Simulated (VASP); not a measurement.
Input of a VASP 6.6.1 run:

The input INCAR:

```
SYSTEM = Co
  ALGO = Normal
  EDIFF = 1E-7
  EDIFFG = -0.005
  ENCUT = 600
  GGA = PS
  IBRION = 2
  ISIF = 3
  ISMEAR = 1
  ISPIN = 2
  LASPH = .True.
  LCHARG = .False.
  LMAXMIX = 4
  LORBIT = 11
  LREAL = .False.
  LWAVE = .False.
  MAGMOM = 1.8 1.8
  NELM = 120
  NSW = 40
  PREC = Accurate
  SIGMA = 0.1
```

Contents of KPOINTS:

```
k-points
0
Gamma
  20 20 10
  0 0 0
```

The input POSCAR:

```
Co
1.0
    2.4600000000      0.0000000000      0.0000000000
   -1.2300000000      2.1304224900      0.0000000000
    0.0000000000      0.0000000000      3.9700000000
Co
2
Direct
    0.3333333300      0.6666666700      0.2500000000
    0.6666666700      0.3333333300      0.7500000000
```

Potentials or basis: VASP PAW PBE potentials, release 64 (Co).

The run is started by

```console
$ cat potpaw_PBE.64/Co/POTCAR > POTCAR
$ mpirun -np 1 vasp_std > vasp.out
```

Question: What does it give for the relaxed cell?

Answer: a = 2.455 Å, b = 2.455 Å, c = 3.960 Å, α = 90.00°, β = 90.00°, γ = 120.00°.

Question: What does it give for the relaxed volume?

Answer: 10.33 Å³/atom.

Stress tensor (GPa, compression positive):
```
 0.04  0.00  0.00
 0.00  0.04  0.00
 0.00  0.00 -0.04
```

Caveat: the PAW data sets were made with another functional, which shifts forces and pressure a little.
